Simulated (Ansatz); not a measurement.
# SrO: energy and pressure over a range of volumes

Aim: scale the cell of SrO up and down at fixed shape and fractional positions, and get the equilibrium volume and bulk modulus with LAPW, PAW and all-electron datasets made for the crystal.

Computed with Ansatz 0.2.0 (DFT LDA, scalar-relativistic, unless a step's input says otherwise).

**1. The system as given**

It takes space group Fm-3m (No. 225, cubic). The conventional cell has a = 5.140 Å, b = 5.140 Å, c = 5.140 Å, α = 90.00°, β = 90.00°, γ = 90.00°. Sr (site symmetry m-3m) has 6 O at 2.57 Å as nearest neighbours. Around O (site symmetry m-3m) lie 6 Sr at 2.57 Å.

Structure file:

```cif
data_structure
_symmetry_space_group_name_H-M 'P 1'
_symmetry_Int_Tables_number 1
_cell_length_a 3.6342
_cell_length_b 3.6342
_cell_length_c 3.6342
_cell_angle_alpha 60.000
_cell_angle_beta 60.000
_cell_angle_gamma 60.000
_cell_volume 33.94
loop_
_atom_site_label
_atom_site_type_symbol
_atom_site_fract_x
_atom_site_fract_y
_atom_site_fract_z
_atom_site_occupancy
Sr1 Sr 0.00000 0.00000 0.00000 1
O1 O 0.50000 0.50000 0.50000 1
```

The structure is an experimental refinement, used without relaxation.

Atoms are numbered in the order of the input: Sr1, O2.

**2. Volume × 0.95, LAPW**

Contents of input.yaml:

```yaml
crystal:
  lattice:
    - [0.0, 2.5262356518, 2.5262356518]
    - [2.5262356518, 0.0, 2.5262356518]
    - [2.5262356518, 2.5262356518, 0.0]
  atoms:
    - { symbol: Sr, position: [0.0, 0.0, 0.0] }
    - { symbol: O, position: [0.5, 0.5, 0.5] }
kpoints:
  mp_grid: { grid: [8, 8, 8] }
scf:
  occupations: { method: fermi_dirac, width: 0.02 }
hamiltonian:
  xc: lda
  pseudopotentials: { kind: all_electron, lapw: { basis_error: 0.00025 } }
output:
  forces: true
  stress: true
  eigenvalues: true
```

The run is started by

```
$ ansatz run input.yaml --threads 1 --pin off --max-ram 3072MiB --backend cpu --events-out ev --progress --plain --runs-dir out
```

**3. Volume × 0.95, PAW**

input.yaml, as its differences from that of step 2:

```diff
@@ -14,3 +14,3 @@
   xc: lda
-  pseudopotentials: { kind: all_electron, lapw: { basis_error: 0.00025 } }
+  pseudopotentials: { kind: paw }
 output:
@@ -19 +19,2 @@
   eigenvalues: true
+  efg: { contact_densities: true }
```

**4. Volume × 0.95, crystal datasets**

input.yaml, as its differences from that of step 3:

```diff
@@ -14,3 +14,3 @@
   xc: lda
-  pseudopotentials: { kind: paw }
+  pseudopotentials: { kind: all_electron, datasets: crystal }
 output:
```

**5. Volume × 0.975, LAPW**

Contents of input.yaml:

```yaml
crystal:
  lattice:
    - [0.0, 2.548204021, 2.548204021]
    - [2.548204021, 0.0, 2.548204021]
    - [2.548204021, 2.548204021, 0.0]
  atoms:
    - { symbol: Sr, position: [0.0, 0.0, 0.0] }
    - { symbol: O, position: [0.5, 0.5, 0.5] }
kpoints:
  mp_grid: { grid: [8, 8, 8] }
scf:
  occupations: { method: fermi_dirac, width: 0.02 }
hamiltonian:
  xc: lda
  pseudopotentials: { kind: all_electron, lapw: { basis_error: 0.00025 } }
output:
  forces: true
  stress: true
  eigenvalues: true
```

**6. Volume × 0.975, PAW**

input.yaml, as its differences from that of step 5:

```diff
@@ -14,3 +14,3 @@
   xc: lda
-  pseudopotentials: { kind: all_electron, lapw: { basis_error: 0.00025 } }
+  pseudopotentials: { kind: paw }
 output:
@@ -19 +19,2 @@
   eigenvalues: true
+  efg: { contact_densities: true }
```

**7. Volume × 1.025, LAPW**

Contents of input.yaml:

```yaml
crystal:
  lattice:
    - [0.0, 2.5910389797, 2.5910389797]
    - [2.5910389797, 0.0, 2.5910389797]
    - [2.5910389797, 2.5910389797, 0.0]
  atoms:
    - { symbol: Sr, position: [0.0, 0.0, 0.0] }
    - { symbol: O, position: [0.5, 0.5, 0.5] }
kpoints:
  mp_grid: { grid: [8, 8, 8] }
scf:
  occupations: { method: fermi_dirac, width: 0.02 }
hamiltonian:
  xc: lda
  pseudopotentials: { kind: all_electron, lapw: { basis_error: 0.00025 } }
output:
  forces: true
  stress: true
  eigenvalues: true
```

**8. Volume × 1.025, PAW**

input.yaml, as its differences from that of step 7:

```diff
@@ -14,3 +14,3 @@
   xc: lda
-  pseudopotentials: { kind: all_electron, lapw: { basis_error: 0.00025 } }
+  pseudopotentials: { kind: paw }
 output:
@@ -19 +19,2 @@
   eigenvalues: true
+  efg: { contact_densities: true }
```

**9. Volume × 1.05, LAPW**

Contents of input.yaml:

```yaml
crystal:
  lattice:
    - [0.0, 2.6119353577, 2.6119353577]
    - [2.6119353577, 0.0, 2.6119353577]
    - [2.6119353577, 2.6119353577, 0.0]
  atoms:
    - { symbol: Sr, position: [0.0, 0.0, 0.0] }
    - { symbol: O, position: [0.5, 0.5, 0.5] }
kpoints:
  mp_grid: { grid: [8, 8, 8] }
scf:
  occupations: { method: fermi_dirac, width: 0.02 }
hamiltonian:
  xc: lda
  pseudopotentials: { kind: all_electron, lapw: { basis_error: 0.00025 } }
output:
  forces: true
  stress: true
  eigenvalues: true
```

**10. Volume × 1.05, PAW**

input.yaml, as its differences from that of step 9:

```diff
@@ -14,3 +14,3 @@
   xc: lda
-  pseudopotentials: { kind: all_electron, lapw: { basis_error: 0.00025 } }
+  pseudopotentials: { kind: paw }
 output:
@@ -19 +19,6 @@
   eigenvalues: true
+  efg: { contact_densities: true }
+  write_density: true
+  write_potential: true
+  elf: true
+  volumetric_format: npy
```

**11. Volume × 1.05, crystal datasets**

input.yaml, as its differences from that of step 10:

```diff
@@ -14,3 +14,3 @@
   xc: lda
-  pseudopotentials: { kind: paw }
+  pseudopotentials: { kind: all_electron, datasets: crystal }
 output:
@@ -20,5 +20 @@
   efg: { contact_densities: true }
-  write_density: true
-  write_potential: true
-  elf: true
-  volumetric_format: npy
```

(Steps that only read results are left out.)

Before running it: what results should come out? Wanted: equilibrium volume; bulk modulus (for each run or level that gives them).

The runs gave:

| quantity | value |
| --- | --- |
| equilibrium volume (LAPW) | 16.237 Å³/atom |
| bulk modulus (LAPW) | 104 GPa |
| its pressure derivative (LAPW) | 4.5 |
| equilibrium volume (PAW) | 16.235 Å³/atom |
| bulk modulus (PAW) | 104 GPa |
| its pressure derivative (PAW) | 4.5 |

In words: By LAPW, the pressure vanishes at 16.24 Å³/atom (-4.3 % from the starting cell) and the bulk modulus there is 104 GPa (Birch-Murnaghan, third order). PAW's volume lies -0.02 % and its modulus -0.1 % from LAPW's. The gap goes from 3.12 eV at the smallest volume to 3.18 eV at the largest. No thermal or zero-point expansion is included.

These are semilocal Kohn-Sham gaps, which aren't the measured quantity. Such gaps usually fall short of the measured ones.
